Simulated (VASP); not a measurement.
## BAs: work function with PBEsol

The system is BAs, a sheet with vacuum.

```
B As
1.0
     3.36713    0.00000    0.00000
    -1.68356    2.91602    0.00000
     0.00000    0.00000   16.00000
B As
1 1
Direct
  0.33333 0.66667 0.50000
  0.66667 0.33333 0.50000
```

The cell was built by a generator and needn't be a form met in nature.

| Item | Value |
| --- | --- |
| Program | VASP 6.6.1 |
| Task | work function |
| Functional | PBEsol |
| Potentials or basis | VASP PAW PBE potentials, release 64 (B, As) |
| Cutoff | 520 eV |
| k mesh | 12 × 12 × 1 |
| Occupations | gaussian, width 0.03 eV |
| Spin | no spin polarisation |
| Dipole correction | yes |
| Further INCAR settings | ALGO = Fast; EDIFF = 1e-06 |

```
Band gap on the k mesh                 : 0.74 eV, direct
Ionisation potential of the upper face : 4.96 eV
```

Levels at points of the mesh, in eV from the valence-band top:
```csv
k point,band 1,band 2,band 3,band 4,band 5,band 6,band 7,band 8
"(0.00, 0.00, 0.00)",-13.90,-4.00,-1.50,-1.50,3.71,4.00,4.84,4.84
"(0.50, 0.00, 0.00)",-11.46,-8.26,-3.60,-1.06,1.42,2.51,7.57,8.20
```

Wall time 44 s on 4 MPI ranks on Intel(R) Xeon(R) Platinum 8488C (Sapphire Rapids), on a shared host, peak memory 0.29 GiB a rank.

 A hybrid or GW would open this gap; PBEsol tends to underestimate it.
